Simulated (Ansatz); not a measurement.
## The stack of 2H-TaSeTe under 1T-ZrS2, shifted by two thirds of the diagonal under a gate

Wanted: Fermi level and gate voltage of the stack of 2H-TaSeTe under 1T-ZrS2, shifted by two thirds of the diagonal as it is charged.

Main program and level: Ansatz 0.2.0; plane-wave DFT, PBE-D3(BJ), Ansatz PAW.

## 1. The structure

The cell holds 6 atoms: 1 Te, 1 Ta, 1 Se, 2 S and 1 Zr. Its edges and angles: a = 3.701 Å, b = 3.701 Å, c = 50.808 Å, α = 90.0°, β = 90.0°, γ = 120.0°. Regions: layer 1: 2H-TaSeTe, 3 atoms (1 Te, 1 Ta and 1 Se); layer 2: 1T-ZrS2, 3 atoms (2 S and 1 Zr). Vacuum lies along c.

## 2. Relaxing the slab

The starting cell is a guess, so the in-plane lattice and the atoms are relaxed first, with the slab cut off from its images along the normal.

File input.yaml:

```yaml
crystal:
  lattice:
    - [3.70113, 0.0, 0.0]
    - [-1.850565, 3.2052726027, 0.0]
    - [0.0, 0.0, 50.8082459839]
  atoms:
    - { symbol: Te, position: [0.3333333333, 0.6666666667, 0.4024937213] }
    - { symbol: Ta, position: [0.0, 0.0, 0.4416921963], spin: 1.0 }
    - { symbol: Se, position: [0.3333333333, 0.6666666667, 0.4754630156] }
    - { symbol: S, position: [0.3333333333, 0.6666666667, 0.5354926415] }
    - { symbol: Zr, position: [0.6666666667, 0.3333333333, 0.5664994601] }
    - { symbol: S, position: [0.0, 0.0, 0.5975062787] }
  periodic: [true, true, false]
magnetization:
  spin_polarized: true
kpoints:
  mp_grid: { grid: [12, 12, 1] }
hamiltonian:
  xc: pbe
  dispersion: d3bj
scf:
  occupations: { method: fermi_dirac, width: 0.05 }
  convergence: { dr2_threshold: 1.0e-09 }
relax:
  f_tol: 0.004
  max_steps: 90
  cell: {}
output:
  write_potential: true
  write_density: true
  volumetric_format: npy
```

Started as:

```console
> ansatz run input.yaml --threads 4 --pin off --max-ram 12288MiB --backend cpu --events-out ev --progress --plain --runs-dir out
```

Then come: gated layer, added electrons 0, start network; gated layer, added electrons 3×10¹³ per cm², start atoms; gated layer, added electrons -3×10¹³ per cm², start atoms; gated layer, added electrons 8×10¹³ per cm², start atoms; gated layer, added electrons -8×10¹³ per cm², start atoms; gated layer, added electrons 15×10¹³ per cm²; gated layer, added electrons -15×10¹³ per cm²; the series together; varying the input; the same run with other settings. Settings of the main run: cutoff 420 eV, 48×48×1 k-mesh, Fermi-Dirac occupations, smearing width 0.02585 eV, 2 layers, gates one, above, added electrons 0, PAW set soft 2, distance from the layer to a gate 4 Å.

**Question.** What will these runs give for the gate voltage at 15×10¹³ holes per cm²?

Putting 15×10¹³ holes per cm² on the layer takes -9.66 V on the gate; how far the Fermi level moves against the bands is taken for single layers without spin and with an even electron count alone. Few carriers sample few k-points, so the slopes at the lowest densities depend on the mesh and on the temperature. The gates are charged sheets behind model barriers, not atoms.

* gap with uncharged gates: none
* gate voltage at 15×10¹³ holes per cm²: -9.66 V
* gate voltage at 15×10¹³ electrons per cm²: +8.47 V
* total capacitance near 11.5×10¹³ holes per cm²: 2.63 µF/cm²

The first relaxation ran with spin and lost its moment, and the later runs have none; other magnetic states were not tried. Spin-orbit coupling is left out, which matters for the bands of elements this heavy.

[Logs are printed without paths, hosts, clocks, repeated set-up lines and the standing remarks that a program may print on its own settings, such as how far it seeks lower states.]

[Hosts, paths, dates, database ids (printed as entryN), source tags and the programs' standing remarks are cut or masked in the printed files.]

[Maps of the electrostatic potential energy from Ansatz leave out the sawtooth potential of an applied field or a dipole correction, so their vacuum need not be flat; planar profiles and work functions include it.]
